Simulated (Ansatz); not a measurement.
An Ansatz input:

```yaml
crystal:
  lattice:
    - [-1.9247105966, 1.9247105966, 1.9247105966]
    - [1.9247105966, -1.9247105966, 1.9247105966]
    - [1.9247105966, 1.9247105966, -1.9247105966]
  atoms:
    - { symbol: Te, position: [0.0, 0.0, 0.0] }
hamiltonian:
  xc: hse06
  pseudopotentials:
    kind: paw
    azcp:
      Te: "pseudopotentials/Te.paw.azcp"
basis:
  ecutwfc: 420
  fft_grid_basis: typed
kpoints:
  mp_grid: { grid: [6, 6, 6], shift: [0, 0, 0] }
magnetization:
  spin_polarized: false
scf:
  occupations: { method: fermi_dirac, width: 0.1 }
output:
  write_density: true
  write_potential: true
  elf: true
  volumetric_format: npy
```

Terminal output

```
Engine: ansatz 0.2.0, aarch64-unknown-linux-gnu
Pseudopotentials: kind: paw
Pseudopotential: Te, paw, valence charge 16, recommended cutoff 420 eV (normal) 
Functional definition: HSE06
  parameter a = 0.25
  parameter omega = 0.11/bohr
  exchange = pbe_x - a*pbe_x_sr(omega) + a*exact_x_sr(omega)
  correlation = pbe_c
Crystal: 1 atoms, lattice volume = 28.520 Å³
Basis set: ecut = 420 eV, 555 PW (Γ)
Bands: 12, of which v1, the nominal top of the filled ones, is band 8 counted from 1 (7 counted from 0)
Symmetry: 48 space group operations
Space group: Im-3m (ITA 229), of the structure as read, at distance tolerance 3.1e-5 Å
k-points: 16 of 216
Non-local potential: Te, projectors of the file, l = 0: 2, l = 1: 2, l = 2: 2, l = 3: 2
PAW form: soft (Blöchl's): semilocal exchange-correlation on the pseudo side does not see the compensation charge
PAW frozen core: Te, regenerated for the run's functional, and the local potential with it (the file was generated under x = pbe(κ = 0.804, μ = 0.2195149727645171), c = pbe(β = 0.06672455060314922))
PAW one-centre angular grid: Te, 590 points (default); XC on 64 Gauss nodes
Initial density: superposition of atomic densities (neutral atoms: chi_scale 0, normalization atom), corrected by the library's trained network
Initial wavefunctions: pseudopotential atomic-orbital guess
Functional: x = pbe(κ = 0.804, μ = 0.2195149727645171), c = pbe(β = 0.06672455060314922), warm-up for x = pbe(κ = 0.804, μ = 0.2195149727645171) + 0.25 (exact − pbe) at short range (hse, ω = 0.20786987370883472 Å⁻¹), c = pbe(β = 0.06672455060314922); HSE06 as pw.x's `hse` composes it (authors' and Libxc's form: `xc: wpbeh`)
SCF iter   1: F=—  HF=-6979.616708 eV  |F-HF|=—  |Δ(HF+E_count)|=         —  Δρ=8.47e-4  dr2=8.05e-5  ethr=1.77e-3  ⟨swp⟩=10.1  Hψ=899  notcnv=0
SCF iter   2: F=—  HF=-6979.616966 eV  |F-HF|=—  |Δ(HF+E_count)|=   2.57e-4  Δρ=5.17e-4  dr2=3.27e-5  ethr=5.03e-7  ⟨swp⟩=4.1  Hψ=538  notcnv=0  defer=1
iter 3 solved again at ethr=3.81e-9 eV; its pass at ethr=2.04e-7 eV (dr2=6.10e-7 eV) is discarded
SCF iter   3: F=—  HF=-6979.617040 eV  |F-HF|=—  |Δ(HF+E_count)|=   7.44e-5  Δρ=4.47e-5  dr2=5.88e-7  ethr=3.81e-9  ⟨swp⟩=2.2  Hψ=721  notcnv=0  defer=1
SCF iter   4: F=—  HF=-6979.617040 eV  |F-HF|=—  |Δ(HF+E_count)|=   2.92e-7  Δρ=1.33e-5  dr2=3.33e-8  ethr=3.68e-9  ⟨swp⟩=3.0  Hψ=382  notcnv=0
SCF iter   5: F=-6979.617040 eV  HF=-6979.617040 eV  |F-HF|=1.29e-9  |Δ(HF+E_count)|=   3.31e-8  Δρ=2.21e-6  dr2=6.48e-10  ethr=2.08e-10  ⟨swp⟩=3.0  Hψ=385  notcnv=0
SCF 1 converged in 5 iterations: F = -6979.617040 eV  dr2 = 6.48e-10
Initial density: handed on by an earlier stage of this run
Initial wavefunctions: those handed on with the density
Functional: x = pbe(κ = 0.804, μ = 0.2195149727645171) + 0.25 (exact − pbe) at short range (hse, ω = 0.20786987370883472 Å⁻¹), c = pbe(β = 0.06672455060314922); HSE06 as pw.x's `hse` composes it (authors' and Libxc's form: `xc: wpbeh`)
Exchange kernel: α = 0.2500, screened, ω = 0.2079 Å⁻¹, Wigner–Seitz truncation, v(0) = 1044.7142 eV·Å³, q-mesh 6×6×6, nearest image of the exchange supercell L = 20.00 Å, pair-density grid 15×15×15, without the augmentation charges, whose exchange is taken in its separable form by FFT convolution over the k-point mesh (sized by the pseudopotential files, 20×20×20 at the most), smooth part of the exact exchange by density-matrix convolution
Frozen-core exchange: fock
iter 1 solved again at ethr=1.38e-5 eV; its pass at ethr=1.00e-1 eV (dr2=2.21e-3 eV) is discarded
SCF iter   1: F=—  HF=-6983.858518 eV  |F-HF|=—  |Δ(HF+E_count)|=         —  Δρ=3.83e-3  dr2=3.01e-3  ethr=1.38e-5  ⟨swp⟩=4.5  Hψ=1097  notcnv=0
SCF iter   2: F=—  HF=-6983.857858 eV  |F-HF|=—  |Δ(HF+E_count)|=   6.60e-4  Δρ=2.29e-3  dr2=1.48e-3  ethr=1.38e-5  ⟨swp⟩=2.0  Hψ=327  notcnv=0
SCF iter   3: F=—  HF=-6983.857327 eV  |F-HF|=—  |Δ(HF+E_count)|=   5.31e-4  Δρ=2.57e-4  dr2=1.72e-4  ethr=7.54e-6  ⟨swp⟩=2.9  Hψ=368  notcnv=0
SCF iter   4: F=—  HF=-6983.858798 eV  |F-HF|=—  |Δ(HF+E_count)|=   1.47e-3  Δρ=4.03e-4  dr2=4.90e-5  ethr=1.40e-7  ⟨swp⟩=4.0  Hψ=603  notcnv=0
SCF iter   5: F=—  HF=-6983.858779 eV  |F-HF|=—  |Δ(HF+E_count)|=   1.93e-5  Δρ=3.92e-5  dr2=2.04e-6  ethr=1.40e-7  ⟨swp⟩=2.9  Hψ=381  notcnv=0
SCF iter   6: F=-6983.858795 eV  HF=-6983.858795 eV  |F-HF|=1.90e-7  |Δ(HF+E_count)|=   1.62e-5  Δρ=4.58e-5  dr2=4.40e-7  ethr=1.78e-9  ⟨swp⟩=4.2  Hψ=702  notcnv=0  defer=1
SCF 2 stopped early in 6 iterations: F = -6983.858795 eV  dr2 = 4.40e-7
hybrid outer 1: dexx = +1.728e-3 eV, tail = 4.26e-5 eV
Exchange kernel: α = 0.2500, screened, ω = 0.2079 Å⁻¹, Wigner–Seitz truncation, v(0) = 1044.7142 eV·Å³, q-mesh 6×6×6, nearest image of the exchange supercell L = 20.00 Å, pair-density grid 15×15×15, without the augmentation charges, whose exchange is taken in its separable form by FFT convolution over the k-point mesh (sized by the pseudopotential files, 20×20×20 at the most), smooth part of the exact exchange by density-matrix convolution
Frozen-core exchange: fock
SCF iter   1: F=—  HF=-6983.858781 eV  |F-HF|=—  |Δ(HF+E_count)|=         —  Δρ=2.10e-5  dr2=1.32e-7  ethr=1.33e-6  ⟨swp⟩=2.6  Hψ=394  notcnv=0
SCF iter   2: F=-6983.858781 eV  HF=-6983.858781 eV  |F-HF|=8.58e-10  |Δ(HF+E_count)|=   1.90e-7  Δρ=1.50e-5  dr2=4.38e-8  ethr=7.40e-10  ⟨swp⟩=4.0  Hψ=596  notcnv=0
SCF 3 converged in 2 iterations: F = -6983.858781 eV  dr2 = 4.38e-8
hybrid outer 2: dexx = +1.070e-7 eV, tail = 9.94e-8 eV, Δε = 3.89e-3 eV (about 5.71e-4 eV left of the loop's levels)
hybrid SCF converged: 2 outer / 8 inner (+5 warm-up), last move |dexx| = 1.07e-7 eV, tail = 9.94e-8 eV
Stability not checked: this state was not tested for a lower state beside it, because the functional holds exact exchange (a hybrid, or Hartree-Fock), whose exchange loop this test does not read (fock_operator; see scf.lower_state_search)
Free energy (F): -6983.858781 eV
Frozen-core exchange: fock
Harris-Foulkes:  -6983.858781 eV  (|F-HF|=8.58e-10)
Internal energy: -6983.830459 eV  (E = F + TS)
E sigma→0 (E₀):  -6983.844620 eV
Entropy (-TS):   -0.028322 eV (-28.322 meV/atom)
Fermi energy:    11.285816 eV
--- Per-component energies (eV) ---
  E_band       = -260.899606
  E_kinetic    = 179.263592
  E_local      = -1024.446974  (includes V_loc(G=0)·N_el)
  E_nonlocal   = -312.118673
  E_hartree    = 706.441399
  E_xc         = -100.034687
  E_vxc        = -83.648113  (∫ρ·V_xc dr)
  E_exx        = -44.793122  (= α·E_x^exact, valence–valence)
  E_paw        = -4645.447155  (= ΣΔE_a)
  E_vpaw       = -343.249637  (= ΣTr[D̂ρ^β])
  E_aug_tail   = -0.000225  (compensation charges beyond the density's cutoff)
  E_ewald      = -1742.513904
  E_core_change = -0.180709  (= ΣΔE_core)
  E_smearing   = -0.028322  (= −TS)
  E_closure    = -0.000000  (closes the sum)
  Σ components = -6983.858781   (vs F -6983.858781, Δ=0.00e0)
--- Band table (eV; the first three rows and the last of 16) ---
  k-point 0: bands = ["-29.0142", "-29.0142", "-29.0142", "-28.9836", "-28.9836", "-4.4150", "14.4165", "14.4165", "14.4165", "21.6337"]
  k-point 1: bands = ["-29.0162", "-29.0094", "-29.0013", "-28.9862", "-28.9847", "-3.8602", "11.3129", "13.2405", "14.1576", "19.6569"]
  k-point 2: bands = ["-29.0202", "-29.0037", "-28.9874", "-28.9871", "-28.9754", "-2.3246", "6.7503", "11.6389", "13.6377", "17.7326"]
  k-point 15: bands = ["-29.0132", "-29.0132", "-28.9673", "-28.9673", "-28.9673", "1.6142", "7.5950", "7.5950", "7.5950", "14.3369"]
  guard bands above this table: 2 of the run's 12 bands. The solve was not asked for them (output.publish_guard_bands: true or output.eigenvalues: true publishes all)
```

Launched by

```sh
ansatz run input.yaml --threads 4 --pin off --max-ram 8192MiB --backend cpu --events-out ev --progress --plain --runs-dir out
```

On 4 threads of Arm Neoverse V1 (shared host) this took about 3.2 s of wall time and 9.1 s of CPU time, with 0.73 GiB at the peak.
